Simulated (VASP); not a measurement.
A run of VASP 6.6.1:

File INCAR:

```
ALGO = Normal
EDIFF = 1E-7
ENCUT = 520
GGA = PE
ISIF = 2
ISMEAR = -1
ISPIN = 2
LASPH = True
LCHARG = False
LMAXMIX = 4
LORBIT = 11
LREAL = False
LWAVE = False
MAGMOM = 0 4 4 4
NBANDS = 38
NELM = 150
PREC = Accurate
SIGMA = 0.05
```

The input KPOINTS:

```
k-points
0
Gamma
  8 8 8
```

File POSCAR:

```
Mn3Sn
1.0
    0.0000000000      3.0604960000      3.0604960000
    3.0604960000      0.0000000000      3.0604960000
    3.0604960000      3.0604960000      0.0000000000
Sn Mn
1 3
Direct
    0.0029160000     -0.0100960000     -0.0004760000
    0.4944070000      0.5046010000      0.4953960000
    0.2509750000      0.2399370000      0.2702870000
    0.7410980000      0.7447340000      0.7544460000
```

Potentials or basis: VASP PAW PBE potentials, release 64 (Sn_d, Mn_pv).

Command:

```sh
$ cat potpaw_PBE.64/Sn_d/POTCAR potpaw_PBE.64/Mn_pv/POTCAR > POTCAR
$ mpirun -np 1 vasp_std > vasp.out
```

Hardware: 1 thread of Intel(R) Xeon(R) Platinum 8488C (Sapphire Rapids) (shared host).

Question: How long does it take, and how much memory?

Answer: Run time: 18 min on 1 thread of Intel(R) Xeon(R) Platinum 8488C (Sapphire Rapids), on a shared host, peak memory 0.81 GiB. Counts: scf iterations 21, k points 260.
